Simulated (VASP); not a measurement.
# BAs (F-43m) in VASP: a series of runs

Aim: see how the results for BAs move with the level of theory and the settings. Levels: RPBE, LDA. Tasks: relaxation of cell and atoms.

Everything below comes from runs of VASP 6.6.1. Logs are shortened: lines on timing, memory, paths and dates and some standing lists are left out, and cuts for length are marked.

## (1) The crystal as given

The structure is cubic, space group F-43m (No. 216). Conventional cell: a = 4.847 Å, b = 4.847 Å, c = 4.847 Å, α = 90.00°, β = 90.00°, γ = 90.00°. B (site symmetry -43m) has 4 As at 2.10 Å as nearest neighbours. As (site symmetry -43m) has 4 B at 2.10 Å as nearest neighbours.

## (2) Relaxation of cell and atoms, RPBE

INCAR

```
SYSTEM = BAs
ALGO     = Normal         ! electronic algorithm
EDIFF    = 1E-7           ! SCF threshold, eV
EDIFFG   = -0.005         ! ionic threshold
ENCUT    = 600            ! plane-wave cutoff, eV
GGA      = RP             ! functional
IBRION   = 2              ! ionic algorithm
ISIF     = 3              ! what is computed and relaxed
ISMEAR   = 0              ! smearing method
LASPH    = .True.         ! aspherical terms in the spheres
LCHARG   = .False.        ! write CHGCAR
LREAL    = .False.        ! projectors in reciprocal space
LWAVE    = .False.        ! write WAVECAR
NELM     = 80             ! most SCF steps
NSW      = 90             ! ionic steps
PREC     = Accurate       ! precision mode
SIGMA    = 0.03           ! smearing width, eV
```

KPOINTS

```
k-points
0
Gamma
  10 10 10
  0 0 0
```

POSCAR

```
BAs                                     
1.0
    0.0000000000      2.4235414544      2.4235414544
    2.4235414544      0.0000000000      2.4235414544
    2.4235414544      2.4235414544     -0.0000000000
  B               As            
     1     1
Direct
     0.0000000000000000    0.0000000000000000    0.0000000000000000
     0.2500000000000000    0.2500000000000000    0.2500000000000000
```

Potentials or basis: VASP PAW PBE potentials, release 64 (B, As).

Command:

```bash
$ cat potpaw_PBE.64/B/POTCAR potpaw_PBE.64/As/POTCAR > POTCAR
$ mpirun -np 1 vasp_std > vasp.out
```

OUTCAR:

```text
SYSTEM = BAs
   EDIFF = 1E-7
   EDIFFG = -0.005
   ENCUT = 600
   GGA = RP
   IBRION = 2
   ISIF = 3
   ISMEAR = 0
   LASPH = .True.
   LREAL = .False.
   NELM = 80
   NSW = 90
   PREC = Accurate

 ion  position               nearest neighbor table
   1  0.000  0.000  0.000-   2 2.10   2 2.10   2 2.10   2 2.10
   2  0.250  0.250  0.250-   1 2.10   1 2.10   1 2.10   1 2.10

  LATTYP: Found a face centered cubic cell.
 ALAT       =     4.8470829088

  Lattice vectors:

 A1 = (   0.0000000000,   2.4235414544,   2.4235414544)
 A2 = (   2.4235414544,   0.0000000000,   2.4235414544)
 A3 = (   2.4235414544,   2.4235414544,   0.0000000000)

Analysis of symmetry for initial positions (statically):
=====================================================================
 Subroutine PRICEL returns:
 Original cell was already a primitive cell.

 Routine SETGRP: Setting up the symmetry group for a
 face centered cubic supercell.

 Subroutine GETGRP returns: Found 24 space group operations
 (whereof 24 operations were pure point group operations)
 out of a pool of 48 trial point group operations.

The static configuration has the point symmetry T_d .

Analysis of symmetry for dynamics (positions and initial velocities):
=====================================================================
 Subroutine PRICEL returns:
 Original cell was already a primitive cell.

 Routine SETGRP: Setting up the symmetry group for a
 face centered cubic supercell.

 Subroutine GETGRP returns: Found 24 space group operations
 (whereof 24 operations were pure point group operations)
 out of a pool of 48 trial point group operations.

The dynamic configuration has the point symmetry T_d .

 Subroutine INISYM returns: Found 24 space group operations
 (whereof 24 operations are pure point group operations),
 and found     1 'primitive' translations

----------------------------------------------------------------------------------------

                                     Primitive cell

  volume of cell :      28.4696

  direct lattice vectors                    reciprocal lattice vectors
     0.000000000  2.423541454  2.423541454    -0.206309654  0.206309654  0.206309654
     2.423541454  0.000000000  2.423541454     0.206309654 -0.206309654  0.206309654
     2.423541454  2.423541454  0.000000000     0.206309654  0.206309654 -0.206309654

  length of vectors
     3.427405194  3.427405194  3.427405194     0.357338804  0.357338804  0.357338804

  position of ions in fractional coordinates (direct lattice)
     0.000000000  0.000000000  0.000000000
[... 81 lines left out ...]
   NSW    =     90    number of steps for IOM
   IBRION =      2    ionic relax: 0-MD 1-quasi-New 2-CG
   NFREE  =      1    steps in history (QN), initial steepest desc. (CG)
   ISIF   =      3    stress and relaxation
   ISYM   =      2    0-nonsym 1-usesym 2-fastsym
   POTIM  = 0.5000    time-step for ionic-motion
   TEBEG  =    0.0;   TEEND  =   0.0 temperature during run
   PSTRESS=    0.0 pullay stress
   NELECT =       8.0000    total number of electrons
   NUPDOWN=      -1.0000    fix difference up-down
   EMIN   =  10.00;   EMAX   =-10.00  energy-range for DOS
   EFERMI =   0.00;   METHOD = LEGACY
   ISMEAR =     0;   SIGMA  =   0.03  broadening in eV -4-tet -1-fermi 0-gaus
   EFERMI_NEDOS =   21; number of points for ismear=-14 and -15
   IALGO  =     38    algorithm
   IMIX   =      4    mixing-type and parameters
     AMIX     =   0.40;   BMIX     =  1.00
     AMIX_MAG =   1.60;   BMIX_MAG =  1.00
  volume/ion in A,a.u.               =      14.23        96.06
  Fermi-wavevector in a.u.,A,eV,Ry     =   1.072287  2.026329 15.643971  1.149799
  Thomas-Fermi vector in A             =   2.208053
   LORBIT       =      0    0 simple, 1 ext, 2 COOP (PROOUT), +10 PAW based schemes
   GGA     = RP    functional components
   LHFCALC =     F    Hartree Fock is set to
   AEXX    =    0.0000 exact exchange contribution
   IVDW    =     0    specifies the selected vdW correction
   LEPSILON=     F    determine dielectric tensor
   LRPA    =     F    only Hartree local field effects (RPA)
 conjugate gradient relaxation of ions
 non-spin polarized calculation
 Gauss-broadening in eV      SIGMA  =   0.03
  energy-cutoff  :      600.00
  volume of cell :       28.47
 maximum number of plane-waves:       962
   NGX = 13   NGY = 13   NGZ = 13

 number of electron       8.0000000 magnetization

 Free energy of the ion-electron system (eV)
  ---------------------------------------------------
  ext. energy  EPLUGINS =         0.00000000
  ---------------------------------------------------
  free energy    TOTEN  =       -10.75037404 eV

  energy without entropy =      -10.75037404  energy(sigma->0) =      -10.75037404

 E-fermi :   5.9536     XC(G=0): -10.3049

 val. band max:        5.7569849761   @ k =   0.0000   0.0000   0.0000
 cond. band min:       7.0139232602   @ k =   0.4000   0.4000   0.0000
 fundamental gap:      1.2569382841
 Fermi energy:         5.9535622679

 k-point     1 :       0.0000    0.0000    0.0000
  band No.  band energies     occupation
      1      -9.2548      2.00000
      2       5.7570      2.00000
      3       5.7570      2.00000
      4       5.7570      2.00000
      5       8.9809      0.00000
      6       8.9809      0.00000
      7       8.9809      0.00000
      8       9.9216      0.00000
[... 243 lines left out ...]
 k-point    24 :       0.4000    0.3000    0.0000
  band No.  band energies     occupation
      1      -6.7240      2.00000
      2      -0.6060      2.00000
      3       1.9586      2.00000
      4       2.4223      2.00000
      5       7.5095      0.00000
      6       9.1737      0.00000
      7      14.3242      0.00000
      8      14.5725      0.00000

 [... further k-points ...]
[... 5 lines left out ...]
  --------------------------------------------------------------------------------------
  -------------------------------------------------------------------------------------
  Total       -0.0001007     -0.0001007     -0.0001007      0.0000000     -0.0000000      0.0000000
  in kB       -0.0056650     -0.0056650     -0.0056650      0.0000000     -0.0000000      0.0000000
  external PRESSURE =      -0.0056650 kB  Pullay stress =       0.0000000 kB

 VOLUME and BASIS-vectors are now :
 -----------------------------------------------------------------------------
  energy-cutoff  :      600.00
  volume of cell :       28.47
      direct lattice vectors                 reciprocal lattice vectors
     0.000000000  2.423541454  2.423541454    -0.206309654  0.206309654  0.206309654
     2.423541454  0.000000000  2.423541454     0.206309654 -0.206309654  0.206309654
     2.423541454  2.423541454  0.000000000     0.206309654  0.206309654 -0.206309654

 POSITION                                       TOTAL-FORCE (eV/Angst)
 -----------------------------------------------------------------------------------
      0.00000      0.00000      0.00000        -0.000000     -0.000000     -0.000000
      1.21177      1.21177      1.21177         0.000000      0.000000      0.000000
 -----------------------------------------------------------------------------------
    total drift:                               -0.000000     -0.000000     -0.000000

  FREE ENERGIE OF THE ION-ELECTRON SYSTEM (eV)
  ---------------------------------------------------
  free  energy   TOTEN  =       -10.7503740361 eV

  energy  without entropy=      -10.7503740361  energy(sigma->0) =      -10.75037404

 reached required accuracy - stopping structural energy minimisation
```

It took 12 s on 1 thread of Intel Xeon Platinum 8259CL at 2.50GHz (Skylake/Cascade Lake), shared host; peak memory 0.16 GiB.

Results:

* Free energy: -10.7504 eV
* Pressure after relaxing: 0.0 GPa
* Band gap on the k mesh: 1.26 eV, indirect (least direct gap 3.22 eV)

Final structure:
```
B As
1.0
     0.00000    2.42354    2.42354
     2.42354    0.00000    2.42354
     2.42354    2.42354    0.00000
B As
1 1
Direct
  0.00000 0.00000 0.00000
  0.25000 0.25000 0.25000
```

Levels at points of the mesh, in eV from the valence-band top:
| k point | band 1 | band 2 | band 3 | band 4 | band 5 | band 6 | band 7 | band 8 |
| --- | --- | --- | --- | --- | --- | --- | --- | --- |
| (0.00, 0.00, 0.00) | -15.01 | 0.00 | 0.00 | 0.00 | 3.22 | 3.22 | 3.22 | 4.16 |
| (0.50, 0.00, 0.00) | -12.29 | -8.48 | -1.75 | -1.75 | 2.46 | 4.74 | 4.74 | 8.88 |
| (0.50, 0.50, 0.00) | -11.03 | -8.33 | -3.91 | -3.91 | 1.50 | 1.54 | 11.01 | 11.01 |

Caveat: the relaxation stopped at its first step, so nothing moved; the PAW data sets were made with another functional, which shifts forces and pressure a little. As with any semilocal functional, this RPBE gap is likely too small.

## (3) Relaxation of cell and atoms, LDA

This run uses another cell than the first one, of 13.63 Å³/atom, 0.957 times its volume.

INCAR

```
PREC = Accurate
ENCUT = 600
EDIFF = 1E-6
ISMEAR = 0
SIGMA = 0.03
LREAL = False
LASPH = True
NELM = 80
ALGO = Normal
ISIF = 3
LWAVE = False
LCHARG = False
IBRION = 2
NSW = 90
EDIFFG = -0.01
```

KPOINTS

```
Automatic mesh
0
Gamma
  10 10 10
```

POSCAR

```
BAs
1.0
    0.0000000000      2.3885000000      2.3885000000
    2.3885000000      0.0000000000      2.3885000000
    2.3885000000      2.3885000000      0.0000000000
B As
1 1
Direct
    0.0000000000      0.0000000000      0.0000000000
    0.2500000000      0.2500000000      0.2500000000
```

Potentials or basis: VASP PAW LDA potentials, release 64 (B, As).

Command:

```bash
$ cat potpaw_LDA.64/B/POTCAR potpaw_LDA.64/As/POTCAR > POTCAR
$ mpirun -np 1 vasp_std > vasp.out
```

Wall time 14 s (1 thread of Intel Xeon Platinum 8488C (Sapphire Rapids), shared host); peak memory 0.15 GiB.

It converged, with:

- Free energy: -12.9275 eV
- Relaxed volume: 13.33 Å³/atom
- Relaxed cell: a = 3.353 Å, b = 3.353 Å, c = 3.353 Å, α = 60.00°, β = 60.00°, γ = 60.00°
- Space group after relaxing (to 0.05 Å): F-43m (No. 216)
- Energy gained by relaxing: 2.9 meV/atom
- Ionic steps: 3
- Pressure after relaxing: 0.0 GPa
- Band gap on the k mesh: 1.10 eV, indirect (least direct gap 3.28 eV)

The path:
| step | energy change (eV) | largest force (eV/Å) | pressure (GPa) | volume (Å³) |
| --- | --- | --- | --- | --- |
| 1 | 0.0000 | 0.0000 | -3.09 | 27.25 |
| 2 | -0.0025 | 0.0000 | 2.51 | 26.23 |
| 3 | -0.0058 | 0.0000 | -0.01 | 26.66 |

Final structure:
```yaml
crystal:
  lattice:
    - [0.00000, 2.37115, 2.37115]
    - [2.37115, 0.00000, 2.37115]
    - [2.37115, 2.37115, 0.00000]
  atoms:
    - { symbol: B, position: [0.00000, 0.00000, 0.00000] }
    - { symbol: As, position: [0.25000, 0.25000, 0.25000] }
```

Levels at points of the mesh, in eV from the valence-band top:
```
           k point  band 2  band 3  band 4  band 5  band 6  band 7
(0.00, 0.00, 0.00)    0.00    0.00    0.00    3.28    3.28    3.28
(0.50, 0.00, 0.00)   -8.92   -1.85   -1.85    2.82    4.78    4.78
(0.50, 0.50, 0.00)   -8.55   -4.17   -4.17    1.32    1.39   11.44
```

A k mesh can miss the band edges. LDA gaps usually lie below the measured ones, often by a third to a half.

## (4) Relaxation of cell and atoms, LDA

This run uses another cell than the first one, of 13.33 Å³/atom, 0.937 times its volume.

INCAR: that of step 3 with these lines changed.

```diff
@@ -2,3 +2,3 @@
 ENCUT = 600
-EDIFF = 1E-6
+EDIFF = 1E-7
 ISMEAR = 0
@@ -14,2 +14,2 @@
 NSW = 90
-EDIFFG = -0.01
+EDIFFG = -0.005
```

KPOINTS is that of step 3.

POSCAR

```
BAs                                     
1.0
    0.0000000000      2.3711456976      2.3711456976
    2.3711456976     -0.0000000000      2.3711456976
    2.3711456976      2.3711456976      0.0000000000
  B               As            
     1     1
Direct
     0.0000000000000000    0.0000000000000000    0.0000000000000000
     0.2500000000000000    0.2500000000000000    0.2500000000000000
```

Command:

```bash
$ cat potpaw_LDA.64/B/POTCAR potpaw_LDA.64/As/POTCAR > POTCAR
$ mpirun -np 1 vasp_std > vasp.out
```

Run time: 7.2 s. Hardware: 1 thread of Intel Xeon Platinum 8488C (Sapphire Rapids), shared host; peak memory 0.14 GiB.

Results (log left out):

| Item | Value |
| --- | --- |
| Free energy | -12.9274 eV |
| Pressure after relaxing | 0.0 GPa |
| Band gap on the k mesh | 1.10 eV, indirect (least direct gap 3.28 eV) |

Final structure:
```xyz
2
Lattice="0.0000 2.3711 2.3711 2.3711 0.0000 2.3711 2.3711 2.3711 0.0000" Properties=species:S:1:pos:R:3 pbc="T T T"
B     0.0000    0.0000    0.0000
As    1.1856    1.1856    1.1856
```

Levels at points of the mesh, in eV from the valence-band top:
```csv
k point,band 1,band 2,band 3,band 4,band 5,band 6,band 7,band 8
"(0.00, 0.00, 0.00)",-15.58,0.00,0.00,0.00,3.28,3.28,3.28,4.97
"(0.50, 0.00, 0.00)",-12.64,-8.92,-1.85,-1.85,2.82,4.78,4.78,8.74
"(0.50, 0.50, 0.00)",-11.33,-8.55,-4.17,-4.17,1.32,1.39,11.44,11.44
```

Caveat: the relaxation stopped at its first step, so nothing moved. A k mesh can miss the band edges.
